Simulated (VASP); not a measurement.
# O2 in VASP: a series of runs, part 2 of 2

VASP 6.6.1. The steps go on from the part before.

## (6) Single point, r2SCAN, collinear spin, ferromagnetic start

INCAR

```
SYSTEM = O
ALGO = Normal
EDIFF = 1E-6
ENCUT = 520
ISIF = 2
ISMEAR = 0
ISPIN = 2
LASPH = .TRUE.
LCHARG = .FALSE.
LMIXTAU = .TRUE.
LORBIT = 11
LREAL = .FALSE.
LWAVE = .FALSE.
MAGMOM = 1 1
METAGGA = R2SCAN
NBANDS = 17
NELM = 120
PREC = Accurate
SIGMA = 0.02
```

KPOINTS

```
k-points
0
G
  1 1 1
  0 0 0
```

POSCAR

```
O
1.0
   10.0000000000      0.0000000000      0.0000000000
    0.0000000000     10.5000000000      0.0000000000
    0.0000000000      0.0000000000     11.0000000000
O
2
Direct
    0.5000000000      0.5000000000      0.4442200000
    0.5000000000      0.5000000000      0.5557800000
```

Potentials or basis: VASP PAW PBE potentials, release 64 (O).

The run is started by

```
cat potpaw_PBE.64/O/POTCAR > POTCAR
mpirun -np 1 vasp_std > vasp.out
```

OUTCAR:

```text
SYSTEM = O
   EDIFF = 1E-6
   ENCUT = 520
   ISIF = 2
   ISMEAR = 0
   ISPIN = 2
   LASPH = .TRUE.
   LORBIT = 11
   LREAL = .FALSE.
   METAGGA = R2SCAN
   NELM = 120
   PREC = Accurate

 ion  position               nearest neighbor table
   1  0.500  0.500  0.444-   2 1.23
   2  0.500  0.500  0.556-   1 1.23

  LATTYP: Found a simple orthorhombic cell.
 ALAT       =    10.0000000000
 B/A-ratio  =     1.0500000000
 C/A-ratio  =     1.1000000000

  Lattice vectors:

 A1 = (  10.0000000000,   0.0000000000,   0.0000000000)
 A2 = (   0.0000000000,  10.5000000000,   0.0000000000)
 A3 = (   0.0000000000,   0.0000000000,  11.0000000000)

Analysis of symmetry for initial positions (statically):
=====================================================================
 Subroutine PRICEL returns:
 Original cell was already a primitive cell.

 Routine SETGRP: Setting up the symmetry group for a
 simple orthorhombic supercell.

 Subroutine GETGRP returns: Found  8 space group operations
[... 195 lines left out ...]
      5     -11.5691      1.00000
      6      -4.1154      0.00000
[... 9 lines left out ...]
     16       2.5441      0.00000
     17       2.5802      0.00000

------------------------ aborting loop because EDIFF is reached ----------------------------------------

  FORCE on cell =-STRESS in cart. coord.  units (eV):
  Direction    XX          YY          ZZ          XY          YZ          ZX
  --------------------------------------------------------------------------------------
  -------------------------------------------------------------------------------------
  Total        0.0883397      0.0802072     -0.4431620      0.0000000      0.0000000      0.0000000
  in kB        0.1225418      0.1112607     -0.6147395      0.0000000      0.0000000      0.0000000
  external PRESSURE =      -0.1269790 kB  Pullay stress =       0.0000000 kB

 VOLUME and BASIS-vectors are now :
 -----------------------------------------------------------------------------
  energy-cutoff  :      520.00
  volume of cell :     1155.00
      direct lattice vectors                 reciprocal lattice vectors
    10.000000000  0.000000000  0.000000000     0.100000000  0.000000000  0.000000000
     0.000000000 10.500000000  0.000000000     0.000000000  0.095238095  0.000000000
     0.000000000  0.000000000 11.000000000     0.000000000  0.000000000  0.090909091

 POSITION                                       TOTAL-FORCE (eV/Angst)
 -----------------------------------------------------------------------------------
      5.00000      5.25000      4.88642         0.000000      0.000000      0.383797
      5.00000      5.25000      6.11358         0.000000      0.000000     -0.383797
 -----------------------------------------------------------------------------------
    total drift:                                0.000000     -0.000000      0.000000

  FREE ENERGIE OF THE ION-ELECTRON SYSTEM (eV)
  ---------------------------------------------------
  free  energy   TOTEN  =       -11.8590115779 eV

  energy  without entropy=      -11.8590115779  energy(sigma->0) =      -11.85901158

 total charge

# of ion       s       p       d       tot
------------------------------------------
    1        1.614   3.297   0.000   4.911
    2        1.614   3.297   0.000   4.911
--------------------------------------------------
tot          3.228   6.593   0.000   9.822

 magnetization (x)

# of ion       s       p       d       tot
------------------------------------------
    1        0.015   0.820   0.000   0.835
    2        0.015   0.820   0.000   0.835
--------------------------------------------------
tot          0.030   1.641   0.000   1.670
```

OSZICAR:

```text
N       E                     dE             d eps       ncg     rms          rms(c)
DAV:   1     0.645464985913E+02    0.64546E+02   -0.33216E+03   100   0.376E+02
DAV:   2    -0.587270189633E+01   -0.70419E+02   -0.66587E+02   118   0.995E+01
[... 37 lines left out ...]
DAV:  40    -0.118589873441E+02   -0.46482E-04   -0.23962E-05    69   0.401E-02    0.283E-02
DAV:  41    -0.118589902054E+02   -0.28613E-05   -0.14305E-06    70   0.115E-02    0.285E-02
DAV:  42    -0.118589988722E+02   -0.86668E-05   -0.86250E-07    69   0.925E-03    0.288E-02
DAV:  43    -0.118590050351E+02   -0.61629E-05   -0.37995E-07    86   0.670E-03    0.289E-02
DAV:  44    -0.118590108559E+02   -0.58208E-05   -0.30074E-07    86   0.590E-03    0.288E-02
DAV:  45    -0.118590115779E+02   -0.72207E-06   -0.19677E-07    69   0.483E-03
   1 F= -.11859012E+02 E0= -.11859012E+02  d E =-.778198E-28  mag=     1.9975
```

It took 14 min on 1 thread of Intel Xeon Platinum 8488C (Sapphire Rapids), shared host; peak memory 1.7 GiB.

Results:

```
Free energy                                           : -11.8590 eV
Largest force                                         : 0.384 eV/Å
Gap between the frontier levels                       : 3.44 eV
Net moment                                            : 2.00 μB per cell
Site moments                                          : O +0.83 μB
Valence electrons inside the program's atomic spheres : O 4.91
```

Forces in eV/Å, atoms in the order of the input:
```
O    0.000  0.000  0.384
O    0.000  0.000 -0.384
```

Caveat: the standard files for N, O and F lose accuracy on very short bonds; the PAW data sets were made with another functional, which shifts forces and pressure a little.

## (7) Overview

| level | potentials or basis | cutoff (eV) | smearing | gap on the mesh (eV) | moment (μB) | largest force (eV/Å) |
| --- | --- | --- | --- | --- | --- | --- |
| PBEsol | VASP PAW PBE potentials, release 64 (O) | 700 | gaussian 0.02 eV | 2.26 | 2.00 | 0.03 |
| PBEsol | VASP PAW PBE potentials, release 64 (O) | 520 | gaussian 0.02 eV | 2.26 | 2.00 | - |
| PBEsol | VASP PAW PBE potentials, release 64 (O) | 520 | gaussian 0.5 eV | 2.26 | 2.00 | - |
| PBEsol | VASP PAW PBE potentials, release 64 (O_h) | 900 | gaussian 0.02 eV | 2.27 | 2.00 | 1.01 |
| r2SCAN | VASP PAW PBE potentials, release 64 (O) | 520 | gaussian 0.02 eV | 3.44 | 2.00 | 0.38 |

Alike in all rows: task single point; spin collinear, ferromagnetic start; cell as given; k mesh 1 × 1 × 1.

Caveats: the PAW data sets were made with another functional, which shifts forces and pressure a little; the standard files for N, O and F lose accuracy on very short bonds (some runs); the cutoff is under 1.25 times the usual one of these potentials, so pressure, stress and relaxed cells hold a basis-set (Pulay) error (some runs).

Absolute energies hang on the potentials; compare differences alone.
